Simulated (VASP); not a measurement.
# BN (P6_3/mmc) in VASP: further runs, part 2 of 2

VASP 6.6.1. Earlier steps stand in the parts before.

**3. Relaxation of shape and atoms at fixed volume, PBE+D3(BJ) (a relaxed cell with its volume scaled by 0.97)**

Contents of INCAR:

```
PREC     = Accurate       # precision mode
ENCUT    = 520            # plane-wave cutoff, eV
EDIFF    = 1E-7           # SCF threshold, eV
ISMEAR   = 0              # smearing method
SIGMA    = 0.02           # smearing width, eV
LREAL    = F              # projectors in reciprocal space
LASPH    = T              # aspherical terms in the spheres
NELM     = 100            # most SCF steps
ALGO     = Normal         # electronic algorithm
ISIF     = 4              # what is computed and relaxed
LWAVE    = F              # write WAVECAR
LCHARG   = F              # write CHGCAR
GGA      = PE             # functional
IVDW     = 12             # dispersion correction
IBRION   = 2              # ionic algorithm
NSW      = 80             # ionic steps
EDIFFG   = -0.002         # ionic threshold
```

Contents of KPOINTS:

```
Automatic mesh
0
Gamma
  6 6 2
```

Contents of POSCAR:

```
BN                                      
1.0
    2.4814297419      0.0000000000      0.0000000000
   -1.2407148710      2.1489811895      0.0000000000
    0.0000000000      0.0000000000      6.5297574569
  B               N             
     2     2
Direct
     0.3333333300000021    0.6666666699999979    0.2500000000000000
     0.6666666699999979    0.3333333300000021    0.7500000000000000
     0.3333333300000021    0.6666666699999979    0.7500000000000000
     0.6666666699999979    0.3333333300000021    0.2500000000000000
```

Potentials or basis: VASP PAW PBE potentials, release 64 (B, N).

The run is started by

```
> cat potpaw_PBE.64/B/POTCAR potpaw_PBE.64/N/POTCAR > POTCAR
> mpirun -np 1 vasp_std > vasp.out
```

OUTCAR:

```text
PREC = Accurate
   ENCUT = 520
   EDIFF = 1E-7
   ISMEAR = 0
   LREAL = F
   LASPH = T
   NELM = 100
   ISIF = 4
   GGA = PE
   IVDW = 12
   IBRION = 2
   NSW = 80
   EDIFFG = -0.002
 IVDW          = 12

 ion  position               nearest neighbor table
   1  0.333  0.667  0.250-   4 1.43   4 1.43   4 1.43
   2  0.667  0.333  0.750-   3 1.43   3 1.43   3 1.43
   3  0.333  0.667  0.750-   2 1.43   2 1.43   2 1.43
   4  0.667  0.333  0.250-   1 1.43   1 1.43   1 1.43

  LATTYP: Found a hexagonal cell.
 ALAT       =     2.4814297419
 C/A-ratio  =     2.6314496625

  Lattice vectors:

 A1 = (   2.4814297419,   0.0000000000,   0.0000000000)
 A2 = (  -1.2407148710,   2.1489811895,   0.0000000000)
 A3 = (   0.0000000000,   0.0000000000,   6.5297574569)

Analysis of symmetry for initial positions (statically):
=====================================================================
 Subroutine PRICEL returns:
 Original cell was already a primitive cell.

 Routine SETGRP: Setting up the symmetry group for a
 hexagonal supercell.

 Subroutine GETGRP returns: Found 24 space group operations
 (whereof 12 operations were pure point group operations)
 out of a pool of 24 trial point group operations.

The static configuration has the point symmetry D_3d.
 The point group associated with its full space group is D_6h.

Analysis of symmetry for dynamics (positions and initial velocities):
=====================================================================
 Subroutine PRICEL returns:
 Original cell was already a primitive cell.

 Routine SETGRP: Setting up the symmetry group for a
 hexagonal supercell.

 Subroutine GETGRP returns: Found 24 space group operations
 (whereof 12 operations were pure point group operations)
 out of a pool of 24 trial point group operations.

The dynamic configuration has the point symmetry D_3d.
 The point group associated with its full space group is D_6h.

[... 90 lines left out ...]
   NELM   =    100;   NELMIN=  2; NELMDL= -5     # of ELM steps
   EDIFF  = 0.1E-06   stopping-criterion for ELM
   LREAL  =      F    real-space projection
   EDIFFG = -.2E-02   stopping-criterion for IOM
   NSW    =     80    number of steps for IOM
   IBRION =      2    ionic relax: 0-MD 1-quasi-New 2-CG
   NFREE  =      1    steps in history (QN), initial steepest desc. (CG)
   ISIF   =      4    stress and relaxation
   ISYM   =      2    0-nonsym 1-usesym 2-fastsym
   POTIM  = 0.5000    time-step for ionic-motion
   TEBEG  =    0.0;   TEEND  =   0.0 temperature during run
   PSTRESS=    0.0 pullay stress
   NELECT =      16.0000    total number of electrons
   NUPDOWN=      -1.0000    fix difference up-down
   EMIN   =  10.00;   EMAX   =-10.00  energy-range for DOS
   EFERMI =   0.00;   METHOD = LEGACY
   ISMEAR =     0;   SIGMA  =   0.02  broadening in eV -4-tet -1-fermi 0-gaus
   EFERMI_NEDOS =   21; number of points for ismear=-14 and -15
   IALGO  =     38    algorithm
   IMIX   =      4    mixing-type and parameters
     AMIX     =   0.40;   BMIX     =  1.00
     AMIX_MAG =   1.60;   BMIX_MAG =  1.00
  volume/ion in A,a.u.               =       8.71        58.74
  Fermi-wavevector in a.u.,A,eV,Ry     =   1.263294  2.387279 21.713682  1.595911
  Thomas-Fermi vector in A             =   2.396658
   LORBIT       =      0    0 simple, 1 ext, 2 COOP (PROOUT), +10 PAW based schemes
   GGA     = PE    functional components
   LHFCALC =     F    Hartree Fock is set to
   AEXX    =    0.0000 exact exchange contribution
   IVDW    =    12    specifies the selected vdW correction
   LEPSILON=     F    determine dielectric tensor
   LRPA    =     F    only Hartree local field effects (RPA)
 conjugate gradient relaxation of ions
 non-spin polarized calculation
 Gauss-broadening in eV      SIGMA  =   0.02
  energy-cutoff  :      520.00
  volume of cell :       34.82
 maximum number of plane-waves:       955
   NGX =  9   NGY =  9   NGZ = 25

--------------------------------------- Ionic step        1  -------------------------------------------

 number of electron      15.9999996 magnetization

 Free energy of the ion-electron system (eV)
  ---------------------------------------------------
  ext. energy  EPLUGINS =         0.00000000
  ---------------------------------------------------
  free energy    TOTEN  =       -35.10268184 eV

  energy without entropy =      -35.10268184  energy(sigma->0) =      -35.10268184

------------------------ aborting loop because EDIFF is reached ----------------------------------------

 Edisp (eV)   -0.58677

 E8    (eV) :    -0.1722
[... 75 lines left out ...]
--------------------------------------- Ionic step        3  -------------------------------------------

 number of electron      15.9999998 magnetization

 Free energy of the ion-electron system (eV)
  ---------------------------------------------------
  ext. energy  EPLUGINS =         0.00000000
  ---------------------------------------------------
  free energy    TOTEN  =       -35.12283973 eV

  energy without entropy =      -35.12283973  energy(sigma->0) =      -35.12283973

 E-fermi :   2.7024     XC(G=0): -10.3015

 val. band max:        2.5585325136   @ k =   0.3333   0.3333   0.5000
 cond. band min:       6.7889741031   @ k =   0.5000   0.0000   0.0000
 fundamental gap:      4.2304415895
 Fermi energy:         2.7023819652

 k-point     1 :       0.0000    0.0000    0.0000
  band No.  band energies     occupation
      1     -15.2775      2.00000
      2     -14.8943      2.00000
      3      -3.8137      2.00000
      4      -1.3015      2.00000
      5       1.2277      2.00000
      6       1.2277      2.00000
      7       1.2805      2.00000
      8       1.2805      2.00000
      9       8.0602      0.00000
     10      13.2851      0.00000
     11      14.0865      0.00000
     12      14.0865      0.00000
[... 228 lines left out ...]
  FREE ENERGIE OF THE ION-ELECTRON SYSTEM (eV)
  ---------------------------------------------------
  free  energy   TOTEN  =       -35.7118732045 eV

  energy  without entropy=      -35.7118732045  energy(sigma->0) =      -35.71187320

 reached required accuracy - stopping structural energy minimisation
```

OSZICAR:

```text
N       E                     dE             d eps       ncg     rms          rms(c)
DAV:   1     0.641061786620E+02    0.64106E+02   -0.83837E+03   336   0.123E+03
DAV:   2    -0.343111681549E+02   -0.98417E+02   -0.90706E+02   520   0.269E+02
DAV:   3    -0.387856039542E+02   -0.44744E+01   -0.44489E+01   432   0.579E+01
[... 25 lines left out ...]
DAV:   3    -0.351228408890E+02    0.10395E-03   -0.21093E-04   396   0.111E-01    0.103E-02
DAV:   4    -0.351228398732E+02    0.10158E-05   -0.90456E-06   392   0.290E-02    0.322E-03
DAV:   5    -0.351228398615E+02    0.11723E-07   -0.28304E-06   416   0.143E-02    0.303E-03
DAV:   6    -0.351228397292E+02    0.13228E-06   -0.58073E-07   392   0.684E-03    0.384E-04
DAV:   7    -0.351228397320E+02   -0.28010E-08   -0.30780E-08   180   0.172E-03
   3 F= -.35711873E+02 E0= -.35711873E+02  d E =-.224199E-01
```

It took 12 s on 1 thread of AMD EPYC 7R13 (Zen 3), shared host; peak memory 0.12 GiB.

Results:

* Free energy: -35.7119 eV
* Energy gained by relaxing: 5.6 meV/atom
* Ionic steps: 3
* Pressure after relaxing: 1.0 GPa
* Band gap on the k mesh: 4.23 eV, indirect (least direct gap 4.57 eV)
* Dispersion energy per atom: -0.147 eV

The path:
```csv
step,energy change (eV),largest force (eV/Å),pressure (GPa),volume (Å³)
1,0.0000,0.0000,7.81,34.82
2,-0.0223,0.0000,0.49,34.82
3,-0.0224,0.0000,1.01,34.82
```

Final structure:
```cif
data_structure
_symmetry_space_group_name_H-M 'P 1'
_symmetry_Int_Tables_number 1
_cell_length_a 2.5044
_cell_length_b 2.5044
_cell_length_c 6.4105
_cell_angle_alpha 90.000
_cell_angle_beta 90.000
_cell_angle_gamma 120.000
_cell_volume 34.82
loop_
_atom_site_label
_atom_site_type_symbol
_atom_site_fract_x
_atom_site_fract_y
_atom_site_fract_z
_atom_site_occupancy
B1 B 0.33333 0.66667 0.25000 1
B2 B 0.66667 0.33333 0.75000 1
N1 N 0.33333 0.66667 0.75000 1
N2 N 0.66667 0.33333 0.25000 1
```

Caveat: the k mesh is coarse (spacing up to 0.49 Å⁻¹), so the values aren't converged.
